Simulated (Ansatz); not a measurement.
Crystal: NiO.

```
CELL_PARAMETERS angstrom
0.00000 2.08590 2.08590
2.08590 0.00000 2.08590
2.08590 2.08590 0.00000
ATOMIC_POSITIONS crystal
Ni 0.00000 0.00000 0.00000
O 0.50000 0.50000 0.50000
```

Base run:

- Program: Ansatz 0.2.0
- Functional: PBE
- Potentials or basis: Ansatz PAW
- Cutoff: 420 eV (not typed: the program's choice for these potentials)
- k mesh: 11 × 11 × 11
- Occupations: fermi-dirac, width 0.05 eV
- Spin: collinear spin, random start
- Starting moments: [-0.88, 0.0] μB

Its results: band gap on the k mesh none (metal or under the smearing width); pressure 5.7 GPa.

Q: The run is repeated on the same cell with these changes: spin from collinear spin, random start to no spin polarisation. What comes out?

A: Band gap on the k mesh none (metal or under the smearing width); pressure -1.6 GPa.

Caveats: semilocal functionals often make such compounds metallic where correlation or magnetic order opens a gap, which also shifts bond lengths; a cell with one magnetic atom can't hold antiferromagnetic order, which such compounds often take (some runs).
